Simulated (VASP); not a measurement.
# C (Fd-3m) in VASP: a series of runs

One crystal, C, is run at these levels: LDA; tasks: single point.

Everything below comes from runs of VASP 6.6.1. Logs are shortened: lines on timing, memory, paths and dates and some standing lists are left out, and cuts for length are marked.

### 1 The undisturbed crystal

It takes space group Fd-3m (No. 227, cubic). Conventional cell: a = 3.567 Å, b = 3.567 Å, c = 3.567 Å, α = 90.00°, β = 90.00°, γ = 90.00°. C (site symmetry -43m) is surrounded by 4 C at 1.54 Å.

This isn't the form of C at room conditions, which is graphite.

### 2 Single point, LDA (grid = ENCUT=460 dk=0.45 cell=2x2x1 ISMEAR=0 SIGMA=0.05 LREAL=Auto EDIFF=1e-06)

INCAR

```
PREC     = Accurate       # precision mode
ENCUT    = 460            # plane-wave cutoff, eV
EDIFF    = 1E-6           # SCF threshold, eV
ISMEAR   = 0              # smearing method
SIGMA    = 0.05           # smearing width, eV
LREAL    = Auto         
LASPH    = T              # aspherical terms in the spheres
NELM     = 120            # most SCF steps
ALGO     = Fast           # electronic algorithm
ISIF     = 2              # what is computed and relaxed
LWAVE    = F              # write WAVECAR
LCHARG   = F              # write CHGCAR
NBANDS   = 22             # bands
```

KPOINTS

```
regular mesh
0
Gamma
  7 7 7
```

POSCAR

```
C
1.0
    0.0000000000      3.5667400000      3.5667400000
    3.5667400000      0.0000000000      3.5667400000
    1.7833700000      1.7833700000      0.0000000000
C
7
Direct
    0.3750000000      0.8750000000      0.7500000000
    0.8750000000      0.3750000000      0.7500000000
    0.8750000000      0.8750000000      0.7500000000
    0.2500000000      0.2500000000      0.5000000000
    0.2500000000      0.7500000000      0.5000000000
    0.7500000000      0.2500000000      0.5000000000
    0.7500000000      0.7500000000      0.5000000000
```

Potentials or basis: VASP PAW LDA potentials, release 64 (C).

The run is started by

```sh
$ cat potpaw_LDA.64/C/POTCAR > POTCAR
$ mpirun -np 1 vasp_std > vasp.out
```

OUTCAR:

```text
PREC = Accurate
   ENCUT = 460
   EDIFF = 1E-6
   ISMEAR = 0
   LREAL = Auto
   LASPH = T
   NELM = 120
   ISIF = 2

 Found     64 irreducible k-points:

 Following reciprocal coordinates:
            Coordinates               Weight
  0.000000  0.000000  0.000000      1.000000
  0.142857  0.000000  0.000000      4.000000
  0.285714  0.000000  0.000000      4.000000
  0.428571  0.000000  0.000000      4.000000
  0.142857  0.142857  0.000000      2.000000
  0.285714  0.142857  0.000000      4.000000
   k-points           NKPTS =     64   k-points in BZ     NKDIM =     64   number of bands    NBANDS=     22
   number of dos      NEDOS =    301   number of ions     NIONS =      7
   total plane-waves  NPLWV =  23328
   dimension x,y,z NGX =    36 NGY =   36 NGZ =   18
   dimension x,y,z NGXF=    72 NGYF=   72 NGZF=   36
   ions per type =               7
   NGX,Y,Z   is equivalent  to a cutoff of  11.86, 11.86, 11.86 a.u.
   NGXF,Y,Z  is equivalent  to a cutoff of  23.73, 23.73, 23.73 a.u.
 SYSTEM =  unknown system
   PREC   = accura    normal or accurate (medium, high low for compatibility)
   ISTART =      0    job   : 0-new  1-cont  2-samecut
   ICHARG =      2    charge: 1-file 2-atom 10-const
   ISPIN  =      1    spin polarized calculation?
   LNONCOLLINEAR =      F non collinear calculations
   LSORBIT =      F    spin-orbit coupling
   LASPH  =      T    aspherical Exc in radial PAW
   ENCUT  =  460.0 eV  33.81 Ry    5.81 a.u.   8.82  8.82  4.41*2*pi/ulx,y,z
   NELM   =    120;   NELMIN=  2; NELMDL= -5     # of ELM steps
   EDIFF  = 0.1E-05   stopping-criterion for ELM
   LREAL  =      T    real-space projection
   EDIFFG = 0.1E-04   stopping-criterion for IOM
   NSW    =      0    number of steps for IOM
   IBRION =     -1    ionic relax: 0-MD 1-quasi-New 2-CG
   NFREE  =      0    steps in history (QN), initial steepest desc. (CG)
   ISIF   =      2    stress and relaxation
   ISYM   =      2    0-nonsym 1-usesym 2-fastsym
   POTIM  = 0.5000    time-step for ionic-motion
   TEBEG  =    0.0;   TEEND  =   0.0 temperature during run
   PSTRESS=    0.0 pullay stress
   NELECT =      28.0000    total number of electrons
   NUPDOWN=      -1.0000    fix difference up-down
   EMIN   =  10.00;   EMAX   =-10.00  energy-range for DOS
   EFERMI =   0.00;   METHOD = LEGACY
   ISMEAR =     0;   SIGMA  =   0.05  broadening in eV -4-tet -1-fermi 0-gaus
   EFERMI_NEDOS =   21; number of points for ismear=-14 and -15
   IALGO  =     68    algorithm
   IMIX   =      4    mixing-type and parameters
     AMIX     =   0.40;   BMIX     =  1.00
     AMIX_MAG =   1.60;   BMIX_MAG =  1.00
  volume/ion in A,a.u.               =       6.48        43.74
  Fermi-wavevector in a.u.,A,eV,Ry     =   1.393764  2.633833 26.430397  1.942579
  Thomas-Fermi vector in A             =   2.517379
   LORBIT       =      0    0 simple, 1 ext, 2 COOP (PROOUT), +10 PAW based schemes
   GGA     = CA    functional components
   LHFCALC =     F    Hartree Fock is set to
   AEXX    =    0.0000 exact exchange contribution
   IVDW    =     0    specifies the selected vdW correction
   LEPSILON=     F    determine dielectric tensor
   LRPA    =     F    only Hartree local field effects (RPA)
 non-spin polarized calculation
 RMM-DIIS sequential band-by-band and
 Gauss-broadening in eV      SIGMA  =   0.05
  energy-cutoff  :      460.00
  volume of cell :       45.37
 maximum number of plane-waves:      1045
   NGX = 17   NGY = 17   NGZ =  9

 number of electron      28.0000009 magnetization

 Free energy of the ion-electron system (eV)
  ---------------------------------------------------
  ext. energy  EPLUGINS =         0.00000000
  ---------------------------------------------------
  free energy    TOTEN  =       -64.71112875 eV

  energy without entropy =      -64.70888256  energy(sigma->0) =      -64.71000566

 E-fermi :   8.3408     XC(G=0): -12.8673

 val. band max:        8.3138053013   @ k =  -0.1429   0.0000   0.4286
 cond. band min:       8.3426247431   @ k =   0.2857   0.1429   0.4286
 fundamental gap:      0.0288194417
 Fermi energy:         8.3407709037

 k-point     1 :       0.0000    0.0000    0.0000
  band No.  band energies     occupation
      1     -12.5240      2.00000
      2      -7.4136      2.00000
      3      -6.2776      2.00000
      4      -5.1371      2.00000
      5      -4.1153      2.00000
      6      -3.1318      2.00000
[... 14 lines left out ...]
     21      15.1337      0.00000
     22      16.9289      0.00000

 k-point     2 :       0.1429    0.0000    0.0000
  band No.  band energies     occupation
      1     -12.4019      2.00000
      2      -8.0194      2.00000
      3      -6.5251      2.00000
      4      -4.8157      2.00000
      5      -3.5429      2.00000
      6      -2.9688      2.00000
[... 14 lines left out ...]
     21      15.4384      0.00000
     22      16.9829      0.00000

 k-point     3 :       0.2857    0.0000    0.0000
  band No.  band energies     occupation
      1     -12.0513      2.00000
      2      -9.1162      2.00000
      3      -6.7287      2.00000
      4      -4.8001      2.00000
      5      -2.7442      2.00000
      6      -1.7366      2.00000
[... 14 lines left out ...]
     21      16.2757      0.00000
     22      17.1095      0.00000

 k-point     4 :       0.4286    0.0000    0.0000
  band No.  band energies     occupation
      1     -11.5821      2.00000
      2     -10.0179      2.00000
      3      -6.8294      2.00000
      4      -4.9243      2.00000
      5      -1.9731      2.00000
      6      -0.3686      2.00000
[... 14 lines left out ...]
     21      16.8241      0.00000
     22      18.1520      0.00000

 k-point     5 :       0.1429    0.1429    0.0000
  band No.  band energies     occupation
      1     -12.3573      2.00000
      2      -7.6677      2.00000
      3      -7.2768      2.00000
      4      -4.6086      2.00000
      5      -3.5531      2.00000
      6      -2.9947      2.00000
[... 14 lines left out ...]
     21      15.4144      0.00000
     22      17.0208      0.00000

 k-point     6 :       0.2857    0.1429    0.0000
  band No.  band energies     occupation
      1     -12.0765      2.00000
      2      -8.6910      2.00000
      3      -7.3027      2.00000
      4      -4.6170      2.00000
      5      -3.3012      2.00000
      6      -1.7481      2.00000
[... 14 lines left out ...]
     21      15.8967      0.00000
     22      17.1939      0.00000

 [... further k-points ...]

------------------------ aborting loop because EDIFF is reached ----------------------------------------

  FORCE on cell =-STRESS in cart. coord.  units (eV):
  Direction    XX          YY          ZZ          XY          YZ          ZX
  --------------------------------------------------------------------------------------
  -------------------------------------------------------------------------------------
  Total       -6.0244668     -6.0244668     -6.4934315      1.4013205      0.0000000     -0.0000000
  in kB     -212.7231919   -212.7231919   -229.2822783     49.4804567      0.0000000     -0.0000000
  external PRESSURE =    -218.2428873 kB  Pullay stress =       0.0000000 kB

 VOLUME and BASIS-vectors are now :
 -----------------------------------------------------------------------------
  energy-cutoff  :      460.00
  volume of cell :       45.37
      direct lattice vectors                 reciprocal lattice vectors
     0.000000000  3.566740000  3.566740000    -0.140184034  0.140184034  0.140184034
     3.566740000  0.000000000  3.566740000     0.140184034 -0.140184034  0.140184034
     1.783370000  1.783370000  0.000000000     0.280368067  0.280368067 -0.280368067

 POSITION                                       TOTAL-FORCE (eV/Angst)
 -----------------------------------------------------------------------------------
      4.45843      2.67505      4.45843        -0.755157      0.755157     -0.461719
      2.67505      4.45843      4.45843         0.755157     -0.755157     -0.461719
      4.45843      4.45843      6.24179         0.000000      0.000000     -0.997961
      1.78337      1.78337      1.78337        -0.000000     -0.000000     -2.078984
      3.56674      1.78337      3.56674         1.816080     -1.816080      1.969424
      1.78337      3.56674      3.56674        -1.816080      1.816080      1.969424
      3.56674      3.56674      5.35011         0.000000      0.000000      0.061537
 -----------------------------------------------------------------------------------
    total drift:                                0.000000      0.000000      0.000269

  FREE ENERGIE OF THE ION-ELECTRON SYSTEM (eV)
  ---------------------------------------------------
  free  energy   TOTEN  =       -64.7111287540 eV

  energy  without entropy=      -64.7088825624  energy(sigma->0) =      -64.71000566
```

Wall time 2.4 min (1 thread of AMD EPYC 7R13 (Zen 3), shared host); peak memory 0.12 GiB.

These settings aren't checked as converged: the numbers below hold their error.

Results:

- Free energy: -64.7111 eV
- Pressure: -21.8 GPa
- Largest force: 3.236 eV/Å
- Band gap on the k mesh: none (metal or under the smearing width)

Caveat: the k mesh is coarse (spacing up to 0.44 Å⁻¹), so the values aren't converged; the cutoff is under 1.25 times the usual one of these potentials, so pressure, stress and relaxed cells hold a basis-set (Pulay) error.

### 3 Single point, LDA (grid = ENCUT=520 dk=0.45 cell=2x2x1 ISMEAR=0 SIGMA=0.05 LREAL=Auto EDIFF=1e-06)

INCAR, as its differences from that of step 2:

```diff
@@ -1,3 +1,3 @@
 PREC     = Accurate       # precision mode
-ENCUT    = 460            # plane-wave cutoff, eV
+ENCUT    = 520            # plane-wave cutoff, eV
 EDIFF    = 1E-6           # SCF threshold, eV
```

KPOINTS is that of step 2.

POSCAR is that of step 2.

Potentials or basis: VASP PAW LDA potentials, release 64 (C).

The run is started by

```sh
$ cat potpaw_LDA.64/C/POTCAR > POTCAR
$ mpirun -np 1 vasp_std > vasp.out
```

It took 2.1 min on 1 thread of AMD EPYC 7R13 (Zen 3), shared host; peak memory 0.13 GiB.

The run converged, but some of its settings lie outside the range that counts as converged, so its numbers aren't taken as properties of the crystal.

What came out:

* Free energy: -64.7045 eV
* Pressure: -21.2 GPa
* Largest force: 3.237 eV/Å
* Band gap on the k mesh: none (metal or under the smearing width)

Caveat: the k mesh is coarse (spacing up to 0.44 Å⁻¹), so the values aren't converged.

### 4 Single point, LDA (grid = ENCUT=400 dk=0.35 cell=2x2x1 ISMEAR=0 SIGMA=0.05 LREAL=Auto EDIFF=1e-06)

INCAR, as its differences from that of step 3:

```diff
@@ -1,3 +1,3 @@
 PREC     = Accurate       # precision mode
-ENCUT    = 520            # plane-wave cutoff, eV
+ENCUT    = 400            # plane-wave cutoff, eV
 EDIFF    = 1E-6           # SCF threshold, eV
```

KPOINTS

```
regular mesh
0
Gamma
  9 9 9
```

POSCAR is that of step 3.

The run is started by

```sh
$ cat potpaw_LDA.64/C/POTCAR > POTCAR
$ mpirun -np 1 vasp_std > vasp.out
```

Run time: 3.4 min. Hardware: 1 thread of AMD EPYC 7R13 (Zen 3), shared host; peak memory 0.14 GiB.

These settings aren't checked as converged: the numbers below hold their error.

What came out:

* Free energy: -64.7158 eV
* Largest force: 3.245 eV/Å
* Band gap on the k mesh: none (metal or under the smearing width)

Caveat: the cutoff is under 1.25 times the usual one of these potentials, so pressure, stress and relaxed cells hold a basis-set (Pulay) error.
